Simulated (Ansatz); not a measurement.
# AlAs: the cost of one run

Method: DFT r2SCAN, scalar-relativistic, plane waves, PAW, in Ansatz 0.2.0.

2 further runs of the same task are left out: 2 set aside as unsound or not needed.

## 1. The system as given

It takes space group F-43m (No. 216, cubic). The conventional cell has a = 5.678 Å, b = 5.678 Å, c = 5.678 Å, α = 90.00°, β = 90.00°, γ = 90.00°. Around Al (site symmetry -43m) lie 4 As at 2.46 Å. As (site symmetry -43m) is surrounded by 4 Al at 2.46 Å.

Structure file:

```cif
data_structure
_symmetry_space_group_name_H-M 'F-43m'
_symmetry_Int_Tables_number 216
_cell_length_a 5.6779
_cell_length_b 5.6779
_cell_length_c 5.6779
_cell_angle_alpha 90.000
_cell_angle_beta 90.000
_cell_angle_gamma 90.000
_cell_volume 183.05
loop_
_atom_site_label
_atom_site_type_symbol
_atom_site_symmetry_multiplicity
_atom_site_Wyckoff_symbol
_atom_site_fract_x
_atom_site_fract_y
_atom_site_fract_z
_atom_site_occupancy
Al1 Al 4 a 0.00000 0.00000 0.00000 1
As1 As 4 d 0.25000 0.25000 0.75000 1
```

This cell was relaxed beforehand with the same method: volume 22.88 Å³/atom, gap on the mesh 1.81 eV.

## 2. Electronic structure at the relaxed geometry

Input file input.yaml:

```yaml
crystal:
  lattice:
    - [0.0, 2.8389457807, 2.8389457807]
    - [2.8389457807, 0.0, 2.8389457807]
    - [2.8389457807, 2.8389457807, 0.0]
  atoms:
    - { symbol: Al, position: [0.0, 0.0, 0.0] }
    - { symbol: As, position: [0.25, 0.25, 0.25] }
basis:
  ecutwfc: 500
kpoints:
  mp_grid: { grid: [8, 8, 8] }
  band_path:
    path:
      - [[0.0, 0.0, 0.0], [-0.5, -0.5, 0.0], [-0.375, -0.375, 0.25]]
      - [[-0.375, 0.0, 0.375], [0.0, 0.0, 0.0], [0.0, 0.0, 0.5], [-0.5, -0.25, 0.25], [-0.5, -0.5, 0.0]]
    npoints: 14
hamiltonian:
  xc: r2scan
scf:
  occupations: { method: gaussian, width: 0.02 }
  n_extra_bands: 6
output:
  forces: true
  stress: true
  eigenvalues: true
  populations: true
  dos: { projected: true, de: 0.02, nscf_kmesh: { grid: [12, 12, 12] } }
  bader: true
  write_density: true
  write_potential: true
  elf: true
  volumetric_format: npy
```

Started as:

```console
$ ansatz run input.yaml --threads 1 --pin off --max-ram 2560MiB --backend cpu --events-out ev --progress --plain --runs-dir out
```

What time and memory should one allow on 1 thread of Intel Xeon Platinum 8488C (Sapphire Rapids), shared host?

About 26 s, with a peak of 0.5 GiB.
